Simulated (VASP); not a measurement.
Write the native input for VASP 6.6.1 that does the following.

* Task: single point
* Functional: PBE
* Potentials or basis: VASP PAW PBE potentials, release 64 (W_sv)
* Cutoff: 520 eV
* k mesh: 26 × 26 × 26
* Occupations: gaussian, width 0.1 eV
* Spin: no spin polarisation
* Further INCAR settings: ALGO = Normal; EDIFF = 1e-07

The structure of W lies in POSCAR:

```
W                                       
1.0
   -1.6084430967      1.6084430967      1.6084430967
    1.6084430967     -1.6084430967      1.6084430967
    1.6084430967      1.6084430967     -1.6084430967
  W             
     1
Direct
     0.0000000000000000    0.0000000000000000    0.0000000000000000
```

The cell isn't the ideal one: a relaxed cell with its volume scaled by 1.03.

These files were run (other wordings do the same):

INCAR

```
SYSTEM = W
  ALGO = Normal
  EDIFF = 1E-7
  ENCUT = 520
  GGA = PE
  ISIF = 2
  ISMEAR = 0
  LASPH = .True.
  LCHARG = .False.
  LREAL = .False.
  LWAVE = .False.
  NELM = 60
  PREC = Accurate
  SIGMA = 0.1
```

KPOINTS

```
k-points
0
Gamma
  26 26 26
  0 0 0
```

Potentials or basis: VASP PAW PBE potentials, release 64 (W_sv).

Run with:

```bash
$ cat potpaw_PBE.64/W_sv/POTCAR > POTCAR
$ mpirun -np 1 vasp_std > vasp.out
```

Results of the run:

```
Pressure               : -8.4 GPa
Band gap on the k mesh : none (metal or under the smearing width)
```

Wall time 35 s on 1 thread of Intel(R) Xeon(R) Platinum 8488C (Sapphire Rapids), on a shared host, peak memory 0.22 GiB.
